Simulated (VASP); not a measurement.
Here is a VASP 6.6.1 calculation.

The input INCAR:

```
SYSTEM = Tl8Br7
  PREC = Accurate
  ENCUT = 520
  EDIFF = 1E-6
  ISMEAR = -1
  SIGMA = 0.05
  LREAL = Auto
  LASPH = .TRUE.
  NELM = 60
  ALGO = Fast
  ISIF = 2
  LWAVE = .FALSE.
  LCHARG = .FALSE.
  GGA = PE
  NBANDS = 90
```

File KPOINTS:

```
regular mesh
0
G
  2 2 2
  0 0 0
```

The input POSCAR:

```
Tl8Br7
1.0
    7.9686600000      0.0000000000      0.0000000000
    0.0000000000      7.9686600000      0.0000000000
    0.0000000000      0.0000000000      7.9686600000
Tl Br
8 7
Direct
   -0.0023444343      0.0042692247     -0.0025937862
   -0.0028240633      0.0045514553      0.5043074996
   -0.0032655428      0.4971770662     -0.0022972495
   -0.0030650072      0.4977545786      0.5049497657
    0.5046414328      0.0043427628     -0.0024024114
    0.5044317363      0.0039770802      0.5050057350
    0.5040046884      0.4970412842     -0.0029992496
    0.5043160331      0.4967347082      0.5042939465
    0.2506382503      0.2513613330      0.2511276676
    0.2507511928      0.2508041503      0.7511452365
    0.2510277763      0.7507078982      0.7518674407
    0.7508586136      0.2506204305      0.2513480309
    0.7507390201      0.2503976829      0.7512094882
    0.7507964953      0.7505179039      0.2509172182
    0.7510555100      0.7506986118      0.7512113705
```

Potentials or basis: VASP PAW PBE potentials, release 64 (Tl_d, Br).

Run with:

```sh
$ cat potpaw_PBE.64/Tl_d/POTCAR potpaw_PBE.64/Br/POTCAR > POTCAR
$ mpirun -np 1 vasp_std > vasp.out
```

Q: What does it give for the band gap on the k mesh?

A: None (metal or under the smearing width).

Q: Estimate the pressure.

A: 0.7 GPa.

Q: What does it give for the largest force?

A: 0.010 eV/Å.

Forces on the atoms (eV/Å):
```
Tl  -0.002  0.002 -0.001
Tl   0.002  0.002  0.004
Tl   0.001 -0.002  0.000
Tl   0.001 -0.004  0.002
Tl   0.001  0.003  0.003
Tl  -0.001  0.001 -0.001
Tl   0.002 -0.001  0.002
Tl   0.001  0.000  0.002
Br   0.002 -0.004 -0.001
Br   0.001 -0.001  0.000
Br  -0.004 -0.001 -0.009
Br  -0.001  0.000  0.001
Br   0.002  0.001 -0.002
Br  -0.001  0.003  0.003
Br  -0.003  0.001 -0.003
```

Caveat: the k mesh is coarse (spacing up to 0.39 Å⁻¹), so the values aren't converged; an odd number of electrons without spin polarisation forces a metal; a magnetic or distorted state may lie lower. The run has no spin-orbit coupling, so splittings on Tl are missing.
